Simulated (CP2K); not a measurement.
Runs of CP2K 2026.2 on RbCl. It takes space group Fm-3m (No. 225, cubic). The conventional cell has a = 6.548 Å, b = 6.548 Å, c = 6.548 Å, α = 90.00°, β = 90.00°, γ = 90.00°. Rb (site symmetry m-3m) is surrounded by 6 Cl at 3.27 Å. Around Cl (site symmetry m-3m) lie 6 Rb at 3.27 Å. 

```tsv
level	potentials or basis	spin	k points reduced by the point group	CUTOFF of the grids	soc after scf	gap on the mesh (eV)	pressure (GPa)
PBE	GTH_POTENTIALS Rb GTH-PBE-q9, Cl GTH-PBE-q7; DZVP-MOLOPT-SR-GTH basis	off	yes	450 Ry	-	(a)	1.4
r2SCAN	GTH_SOC_POTENTIALS Rb GTH-PBE-q9, Cl GTH-PBE-q7; DZVP-MOLOPT-SR-GTH basis	SOC, no magnetisation	-	675 Ry	yes	-	0.7
r2SCAN	GTH_POTENTIALS Rb GTH-PBE-q9, Cl GTH-PBE-q7; DZVP-MOLOPT-SR-GTH basis	off	yes	675 Ry	-	5.60	0.7
PBE	GTH_SOC_POTENTIALS Rb GTH-PBE-q9, Cl GTH-PBE-q7; DZVP-MOLOPT-SR-GTH basis	SOC, no magnetisation	-	450 Ry	yes	-	1.4
```

Alike in all rows: task band structure; cell as given; k mesh 7 × 7 × 7; smearing fermi-dirac 0.05 eV.

Task: Fill in the values left out.

Result: (a) 4.99.

Caveats: the basis of atomic orbitals isn't converged, which shifts pressures, moduli and gaps; the potentials were made for another functional, which shifts forces and pressure (some runs).

A k mesh can miss the band edges, and rows without SOC leave out spin-orbit coupling on Rb.
